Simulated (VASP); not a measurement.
# ZrC (Fm-3m) in VASP: notebook

One crystal, ZrC, is run at these levels: PBE; tasks: relaxation of cell and atoms.

All numbers are computed with VASP 6.6.1; they aren't measurements. Logs are shortened: lines on timing, memory, paths and dates and some standing lists are left out, and cuts for length are marked.

## Step 1: The structure

The structure is cubic, space group Fm-3m (No. 225). The conventional cell has a = 4.730 Å, b = 4.730 Å, c = 4.730 Å, α = 90.00°, β = 90.00°, γ = 90.00°. Zr (site symmetry m-3m) has 6 C at 2.37 Å as nearest neighbours. C (site symmetry m-3m) has 6 Zr at 2.37 Å as nearest neighbours.

## Step 2: Relaxation of cell and atoms, PBE

INCAR reads:

```
PREC = Accurate
ENCUT = 520
EDIFF = 1E-7
ISMEAR = 0
SIGMA = 0.1
LREAL = False
LASPH = True
NELM = 80
ALGO = Fast
ISIF = 3
LWAVE = False
LCHARG = False
GGA = PE
IBRION = 2
NSW = 80
EDIFFG = -0.002
```

KPOINTS reads:

```
Automatic mesh
0
Gamma
  4 4 4
```

POSCAR reads:

```
ZrC
1.0
    0.0000000000      2.3650000000      2.3650000000
    2.3650000000      0.0000000000      2.3650000000
    2.3650000000      2.3650000000      0.0000000000
Zr C
1 1
Direct
    0.5000000000      0.5000000000      0.5000000000
    0.0000000000      0.0000000000      0.0000000000
```

Potentials or basis: VASP PAW PBE potentials, release 64 (Zr_sv, C).

The run is started by

```bash
$ cat potpaw_PBE.64/Zr_sv/POTCAR potpaw_PBE.64/C/POTCAR > POTCAR
$ mpirun -np 1 vasp_std > vasp.out
```

OUTCAR:

```text
PREC = Accurate
   ENCUT = 520
   EDIFF = 1E-7
   ISMEAR = 0
   LREAL = False
   LASPH = True
   NELM = 80
   ISIF = 3
   GGA = PE
   IBRION = 2
   NSW = 80
   EDIFFG = -0.002

 ion  position               nearest neighbor table
   1  0.500  0.500  0.500-   2 2.37   2 2.37   2 2.37   2 2.37   2 2.37   2 2.37
   2  0.000  0.000  0.000-   1 2.37   1 2.37   1 2.37   1 2.37   1 2.37   1 2.37

  LATTYP: Found a face centered cubic cell.
 ALAT       =     4.7300000000

  Lattice vectors:

 A1 = (   0.0000000000,   2.3650000000,   2.3650000000)
 A2 = (   2.3650000000,   0.0000000000,   2.3650000000)
 A3 = (   2.3650000000,   2.3650000000,   0.0000000000)

Analysis of symmetry for initial positions (statically):
=====================================================================
 Subroutine PRICEL returns:
 Original cell was already a primitive cell.

 Routine SETGRP: Setting up the symmetry group for a
 face centered cubic supercell.

 Subroutine GETGRP returns: Found 48 space group operations
 (whereof 48 operations were pure point group operations)
 out of a pool of 48 trial point group operations.

The static configuration has the point symmetry O_h .

Analysis of symmetry for dynamics (positions and initial velocities):
=====================================================================
 Subroutine PRICEL returns:
 Original cell was already a primitive cell.

 Routine SETGRP: Setting up the symmetry group for a
 face centered cubic supercell.

 Subroutine GETGRP returns: Found 48 space group operations
 (whereof 48 operations were pure point group operations)
 out of a pool of 48 trial point group operations.

The dynamic configuration has the point symmetry O_h .

 Subroutine INISYM returns: Found 48 space group operations
 (whereof 48 operations are pure point group operations),
 and found     1 'primitive' translations

----------------------------------------------------------------------------------------

                                     Primitive cell

  volume of cell :      26.4560

  direct lattice vectors                    reciprocal lattice vectors
     0.000000000  2.365000000  2.365000000    -0.211416490  0.211416490  0.211416490
     2.365000000  0.000000000  2.365000000     0.211416490 -0.211416490  0.211416490
     2.365000000  2.365000000  0.000000000     0.211416490  0.211416490 -0.211416490

  length of vectors
     3.344615075  3.344615075  3.344615075     0.366184103  0.366184103  0.366184103

  position of ions in fractional coordinates (direct lattice)
     0.500000000  0.500000000  0.500000000
     0.000000000  0.000000000  0.000000000

  ion indices of the primitive-cell ions
   primitive index   ion index
                 1           1
                 2           2

----------------------------------------------------------------------------------------

 KPOINTS: Automatic mesh

Automatic generation of k-mesh.
 Grid dimensions read from file:
 generate k-points for:    4    4    4

 Generating k-lattice:

  Cartesian coordinates                     Fractional coordinates (reciprocal lattice)
    -0.052854123  0.052854123  0.052854123     0.250000000  0.000000000  0.000000000
     0.052854123 -0.052854123  0.052854123     0.000000000  0.250000000  0.000000000
     0.052854123  0.052854123 -0.052854123     0.000000000  0.000000000  0.250000000

  Length of vectors
     0.091546026  0.091546026  0.091546026

  Shift w.r.t. Gamma in fractional coordinates (k-lattice)
     0.000000000  0.000000000  0.000000000

 Subroutine IBZKPT returns following result:
 ===========================================

 Found      8 irreducible k-points:

 Following reciprocal coordinates:
            Coordinates               Weight
  0.000000  0.000000  0.000000      1.000000
  0.250000  0.000000  0.000000      8.000000
  0.500000  0.000000  0.000000      4.000000
  0.250000  0.250000  0.000000      6.000000
  0.500000  0.250000  0.000000     24.000000
 -0.250000  0.250000  0.000000     12.000000
  0.500000  0.500000  0.000000      3.000000
 -0.250000  0.500000  0.250000      6.000000
   k-points           NKPTS =      8   k-points in BZ     NKDIM =      8   number of bands    NBANDS=     12
   number of dos      NEDOS =    301   number of ions     NIONS =      2
   total plane-waves  NPLWV =  21952
   dimension x,y,z NGX =    28 NGY =   28 NGZ =   28
   dimension x,y,z NGXF=    56 NGYF=   56 NGZF=   56
   ions per type =               1   1
   NGX,Y,Z   is equivalent  to a cutoff of  13.92, 13.92, 13.92 a.u.
   NGXF,Y,Z  is equivalent  to a cutoff of  27.84, 27.84, 27.84 a.u.
 SYSTEM =  unknown system
   PREC   = accura    normal or accurate (medium, high low for compatibility)
   ISTART =      0    job   : 0-new  1-cont  2-samecut
   ICHARG =      2    charge: 1-file 2-atom 10-const
   ISPIN  =      1    spin polarized calculation?
   LNONCOLLINEAR =      F non collinear calculations
   LSORBIT =      F    spin-orbit coupling
   LASPH  =      T    aspherical Exc in radial PAW
   ENCUT  =  520.0 eV  38.22 Ry    6.18 a.u.   6.22  6.22  6.22*2*pi/ulx,y,z
   NELM   =     80;   NELMIN=  2; NELMDL= -5     # of ELM steps
   EDIFF  = 0.1E-06   stopping-criterion for ELM
   LREAL  =      F    real-space projection
   EDIFFG = -.2E-02   stopping-criterion for IOM
   NSW    =     80    number of steps for IOM
   IBRION =      2    ionic relax: 0-MD 1-quasi-New 2-CG
   NFREE  =      1    steps in history (QN), initial steepest desc. (CG)
   ISIF   =      3    stress and relaxation
   ISYM   =      2    0-nonsym 1-usesym 2-fastsym
   POTIM  = 0.5000    time-step for ionic-motion
   TEBEG  =    0.0;   TEEND  =   0.0 temperature during run
   PSTRESS=    0.0 pullay stress
   NELECT =      16.0000    total number of electrons
   NUPDOWN=      -1.0000    fix difference up-down
   EMIN   =  10.00;   EMAX   =-10.00  energy-range for DOS
   EFERMI =   0.00;   METHOD = LEGACY
   ISMEAR =     0;   SIGMA  =   0.10  broadening in eV -4-tet -1-fermi 0-gaus
   EFERMI_NEDOS =   21; number of points for ismear=-14 and -15
   IALGO  =     68    algorithm
   IMIX   =      4    mixing-type and parameters
     AMIX     =   0.40;   BMIX     =  1.00
     AMIX_MAG =   1.60;   BMIX_MAG =  1.00
  volume/ion in A,a.u.               =      13.23        89.27
  Fermi-wavevector in a.u.,A,eV,Ry     =   1.384439  2.616209 26.077880  1.916670
  Thomas-Fermi vector in A             =   2.508943
   LORBIT       =      0    0 simple, 1 ext, 2 COOP (PROOUT), +10 PAW based schemes
   GGA     = PE    functional components
   LHFCALC =     F    Hartree Fock is set to
   AEXX    =    0.0000 exact exchange contribution
   IVDW    =     0    specifies the selected vdW correction
   LEPSILON=     F    determine dielectric tensor
   LRPA    =     F    only Hartree local field effects (RPA)
 conjugate gradient relaxation of ions
 non-spin polarized calculation
 RMM-DIIS sequential band-by-band and
 Gauss-broadening in eV      SIGMA  =   0.10
  energy-cutoff  :      520.00
  volume of cell :       26.46
 maximum number of plane-waves:       725
 NGX is ok and might be reduce to    28
   NGX = 13   NGY = 13   NGZ = 13

--------------------------------------- Ionic step        1  -------------------------------------------

 number of electron      16.0000000 magnetization

 Free energy of the ion-electron system (eV)
  ---------------------------------------------------
  ext. energy  EPLUGINS =         0.00000000
  ---------------------------------------------------
  free energy    TOTEN  =       -19.41364499 eV

  energy without entropy =      -19.41333722  energy(sigma->0) =      -19.41349110

------------------------ aborting loop because EDIFF is reached ----------------------------------------

  FORCE on cell =-STRESS in cart. coord.  units (eV):
  Direction    XX          YY          ZZ          XY          YZ          ZX
  --------------------------------------------------------------------------------------
  -------------------------------------------------------------------------------------
  Total       -0.5834527     -0.5834527     -0.5834527      0.0000000     -0.0000000      0.0000000
  in kB      -35.3339999    -35.3339999    -35.3339999      0.0000000     -0.0000000      0.0000000
  external PRESSURE =     -35.3339999 kB  Pullay stress =       0.0000000 kB

 VOLUME and BASIS-vectors are now :
 -----------------------------------------------------------------------------
  energy-cutoff  :      520.00
  volume of cell :       26.46
      direct lattice vectors                 reciprocal lattice vectors
     0.000000000  2.365000000  2.365000000    -0.211416490  0.211416490  0.211416490
     2.365000000  0.000000000  2.365000000     0.211416490 -0.211416490  0.211416490
     2.365000000  2.365000000  0.000000000     0.211416490  0.211416490 -0.211416490
[... 37 lines left out ...]
 POSITION                                       TOTAL-FORCE (eV/Angst)
 -----------------------------------------------------------------------------------
      2.33172      2.33172      2.33172         0.000000     -0.000000      0.000000
      0.00000      2.33172      2.33172        -0.000000      0.000000     -0.000000
 -----------------------------------------------------------------------------------
    total drift:                                0.000000      0.000000      0.000000

  FREE ENERGIE OF THE ION-ELECTRON SYSTEM (eV)
  ---------------------------------------------------
  free  energy   TOTEN  =       -19.4059326231 eV

  energy  without entropy=      -19.4058280643  energy(sigma->0) =      -19.40588034

--------------------------------------- Ionic step        3  -------------------------------------------

 number of electron      16.0000000 magnetization

 Free energy of the ion-electron system (eV)
  ---------------------------------------------------
  ext. energy  EPLUGINS =         0.00000000
  ---------------------------------------------------
  free energy    TOTEN  =       -19.41848372 eV

  energy without entropy =      -19.41827423  energy(sigma->0) =      -19.41837897

 E-fermi :   9.3867     XC(G=0): -12.1255

 val. band max:        9.1725668485   @ k =   0.2500   0.2500   0.0000
 cond. band min:       9.5855130012   @ k =   0.5000   0.5000   0.0000
 fundamental gap:      0.4129461527
 Fermi energy:         9.3866770858

 k-point     1 :       0.0000    0.0000    0.0000
  band No.  band energies     occupation
      1     -38.4892      2.00000
      2     -16.2047      2.00000
      3     -16.2047      2.00000
      4     -16.2047      2.00000
      5      -1.7569      2.00000
      6      10.4527      0.00000
      7      10.4527      0.00000
      8      10.4527      0.00000
      9      10.6947      0.00000
     10      10.6947      0.00000
     11      10.6947      0.00000
     12      12.4076      0.00000

 k-point     2 :       0.2500    0.0000    0.0000
  band No.  band energies     occupation
      1     -38.4391      2.00000
      2     -16.6458      2.00000
      3     -16.2442      2.00000
      4     -16.2442      2.00000
      5      -0.5059      2.00000
      6       6.8212      2.00000
      7       7.7982      2.00000
      8       7.7982      2.00000
      9      12.1594      0.00000
     10      12.1594      0.00000
     11      12.3556      0.00000
     12      16.3283      0.00000
[... 110 lines left out ...]
 POSITION                                       TOTAL-FORCE (eV/Angst)
 -----------------------------------------------------------------------------------
      2.35217      2.35217      2.35217        -0.000000     -0.000000      0.000000
      0.00000      0.00000      0.00000         0.000000      0.000000     -0.000000
 -----------------------------------------------------------------------------------
    total drift:                                0.000000      0.000000      0.000000

  FREE ENERGIE OF THE ION-ELECTRON SYSTEM (eV)
  ---------------------------------------------------
  free  energy   TOTEN  =       -19.4184837225 eV

  energy  without entropy=      -19.4182742273  energy(sigma->0) =      -19.41837897

 reached required accuracy - stopping structural energy minimisation
```

It took 18 s on 1 thread of Intel Xeon Platinum 8488C (Sapphire Rapids), shared host; peak memory 0.15 GiB.

What came out:

```
Free energy                            : -19.4185 eV
Relaxed volume                         : 13.01 Å³/atom
Relaxed cell                           : a = 3.326 Å, b = 3.326 Å, c = 3.326 Å, α = 60.00°, β = 60.00°, γ = 60.00°
Space group after relaxing (to 0.05 Å) : Fm-3m (No. 225)
Energy gained by relaxing              : 2.4 meV/atom
Ionic steps                            : 3
Pressure after relaxing                : 0.0 GPa
Band gap on the k mesh                 : none (metal or under the smearing width)
```

The path:
| step | energy change (eV) | largest force (eV/Å) | pressure (GPa) | volume (Å³) |
| --- | --- | --- | --- | --- |
| 1 | 0.0000 | 0.0000 | -3.53 | 26.46 |
| 2 | 0.0077 | 0.0000 | 6.14 | 25.35 |
| 3 | -0.0048 | 0.0000 | -0.02 | 26.03 |

Final structure:
```
CELL_PARAMETERS angstrom
0.00000 2.35217 2.35217
2.35217 0.00000 2.35217
2.35217 2.35217 0.00000
ATOMIC_POSITIONS crystal
Zr 0.50000 0.50000 0.50000
C 0.00000 0.00000 0.00000
```

Levels at points of the mesh, in eV from the Fermi level:
| k point | band 6 | band 7 | band 8 | band 9 | band 10 | band 11 |
| --- | --- | --- | --- | --- | --- | --- |
| (0.00, 0.00, 0.00) | 1.07 | 1.07 | 1.07 | 1.31 | 1.31 | 1.31 |
| (0.50, 0.00, 0.00) | -5.11 | -2.75 | -2.75 | 4.71 | 4.71 | 5.51 |
| (0.50, 0.50, 0.00) | -1.90 | -1.54 | 0.20 | 0.20 | 4.66 | 5.87 |

Caveat: the k mesh is coarse (spacing up to 0.58 Å⁻¹), so the values aren't converged.

## Step 3: Relaxation of cell and atoms, PBE

This run uses another cell than the first one, of 13.01 Å³/atom, 0.984 times its volume.

INCAR is that of step 2.

KPOINTS is that of step 2.

POSCAR reads:

```
ZrC                                     
1.0
    0.0000000000      2.3521660923      2.3521660923
    2.3521660923     -0.0000000000      2.3521660923
    2.3521660923      2.3521660923      0.0000000000
  Zr              C             
     1     1
Direct
     0.5000000000000000    0.5000000000000000    0.5000000000000000
     0.0000000000000000    0.0000000000000000    0.0000000000000000
```

Potentials or basis: VASP PAW PBE potentials, release 64 (Zr_sv, C).

The run is started by

```bash
$ cat potpaw_PBE.64/Zr_sv/POTCAR potpaw_PBE.64/C/POTCAR > POTCAR
$ mpirun -np 1 vasp_std > vasp.out
```

Run time: 7.7 s. Hardware: 1 thread of Intel Xeon Platinum 8488C (Sapphire Rapids), shared host; peak memory 0.14 GiB.

It converged, with:

```yaml
Free_energy: -19.4182 eV
Pressure_after_relaxing: 0.0 GPa
Band_gap_on_the_k_mesh: none (metal or under the smearing width)
```

Final structure:
```
Zr C
1.0
     0.00000    2.35217    2.35217
     2.35217    0.00000    2.35217
     2.35217    2.35217    0.00000
Zr C
1 1
Direct
  0.50000 0.50000 0.50000
  0.00000 0.00000 0.00000
```

Levels at points of the mesh, in eV from the Fermi level:
```
           k point  band 4  band 5  band 6  band 7  band 8  band 9  band 10  band 11  band 12
(0.00, 0.00, 0.00)  -25.59  -11.14    1.07    1.07    1.07    1.31     1.31     1.31     3.02
(0.50, 0.00, 0.00)  -25.67   -8.10   -5.11   -2.75   -2.75    4.71     4.71     5.61     6.71
(0.50, 0.50, 0.00)  -25.87   -9.99   -1.90   -1.54    0.20    0.20     4.66     5.87     5.88
```

Caveat: the k mesh is coarse (spacing up to 0.58 Å⁻¹), so the values aren't converged; the relaxation stopped at its first step, so nothing moved.
